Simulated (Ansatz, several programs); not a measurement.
AgI (started from an entry of an open crystallographic database), relaxed with r2SCAN in Ansatz (plane waves, PAW): it is cubic, F-43m (No. 216); conventional cell a = 6.577 Å, 35.57 Å³ an atom. Ag is surrounded by 4 I at 2.85 Å; I is surrounded by 4 Ag at 2.85 Å. The cell was then scaled with its shape and fractional coordinates held. (Simulation; spin polarisation is off.)

```csv
V (Å³/atom),E (meV/atom)
33.433,13.18
34.500,3.07
35.567,0.00
37.701,10.35
```

(1) Pass a cubic E = c₀ + c₁u + c₂u² + c₃u³, with u = V − 35.300 Å³, through these points.

(2) Where is the minimum, and what bulk modulus follows?

(3) Predict the energy and the pressure at the withheld volume, 36.634 Å³.

Answers

(1) c₀ = 0.17, c₁ = -1.353, c₂ = 2.711, c₃ = -0.1588 (meV and Å³).

(2) dE/du = 0 at u = +0.255, so V₀ = 35.56 Å³. B = V₀ d²E/dV² = 35.56 × (2c₂ + 6c₃u) = 35.56 × 5.178 = 184 meV/Å³, and 1 meV/Å³ is 0.16022 GPa: 29 GPa. A third-order Birch-Murnaghan fit to all five points gives 35.56 Å³ and 29 GPa.

(3) With u = +1.334: E ≈ 2.81 meV and P = −dE/dV ≈ -0.81 GPa. The run gives 2.77 meV and, from its stress, -0.80 GPa.
